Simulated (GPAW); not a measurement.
SiC (Moissanite):

```
Si C
1.0
     3.07600    0.00000    0.00000
    -1.53800    2.66389    0.00000
     0.00000    0.00000    5.04800
Si C
2 2
Direct
  0.66667 0.33333 0.50000
  0.33333 0.66667 0.00000
  0.66667 0.33333 0.88500
  0.33333 0.66667 0.38500
```

- Program: GPAW 26.7.0
- Task: relaxation of cell and atoms
- Functional: PBEsol
- Dispersion: D4
- Potentials or basis: PAW data sets generated in the run's folder for this functional
- Cutoff: 800 eV
- Basis: pw
- k mesh: 7 × 7 × 4
- Occupations: fermi-dirac, width 0.05 eV
- Spin: no spin polarisation

At the start: pressure -1.0 GPa; volume 10.34 Å³/atom.

Problem. How do energy, volume and symmetry change on relaxing?

Solution. Over 6 steps the energy falls by 9.2 meV/atom and the volume is 10.29 Å³/atom (-0.5 %); space group P6_3mc (No. 186, to 0.05 Å).

Step by step:
```
step  energy change (eV)  largest force (eV/Å)  pressure (GPa)  volume (Å³)
   1              0.0000                0.7505           -0.96        41.36
   2             -0.0260                0.4144           -1.02        41.34
   3             -0.0362                0.0534           -0.77        41.27
   4             -0.0364                0.0013           -0.68        41.26
   5             -0.0366                0.0157           -0.50        41.22
   6             -0.0366                0.0187           -0.06        41.14
```

Final structure:
```yaml
crystal:
  lattice:
    - [3.07123, 0.00000, 0.00000]
    - [-1.53561, 2.65976, 0.00000]
    - [0.00000, 0.00000, 5.03666]
  atoms:
    - { symbol: Si, position: [0.66667, 0.33333, 0.50446] }
    - { symbol: Si, position: [0.33333, 0.66667, 0.00446] }
    - { symbol: C, position: [0.66667, 0.33333, 0.88054] }
    - { symbol: C, position: [0.33333, 0.66667, 0.38054] }
```

Caveat: later steps reuse the first step's grids.
